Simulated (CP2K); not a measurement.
The system is BN.

```
CELL_PARAMETERS angstrom
4.11208 0.00000 0.00000
1.14102 2.22635 0.00000
2.97106 -0.81903 2.07022
ATOMIC_POSITIONS crystal
N 0.66665 0.66665 0.33335
B 0.00005 0.00005 0.99995
```

Measurements of this composition are mostly on another form, of space group No. 194.

Program: CP2K 2026.2. Alike in all runs: task single point; potentials or basis POTENTIAL_UZH N GTH-PBE-q5, B GTH-PBE-q3; TZVP-MOLOPT-PBE-GTH basis; no spin polarisation; cell as given; k mesh 13 × 13 × 13; smearing fermi-dirac 0.05 eV.

**Question.** Order these runs on this cell by their band gap on the k mesh, lowest first.
A. level vdW-DF-cx; cutoff of the non-local correlation (Ry) 150 Ry
B. level LDA
C. level r2SCAN
D. level RPBE

**Answer.** B (3.69 eV), A (3.86 eV), D (4.02 eV), C (4.41 eV).

Caveats: an odd mesh through Γ misses points on the zone boundary, where band edges often lie; the basis of atomic orbitals isn't converged, which shifts pressures, moduli and gaps.

Runs at the PBE level aren't shown here.
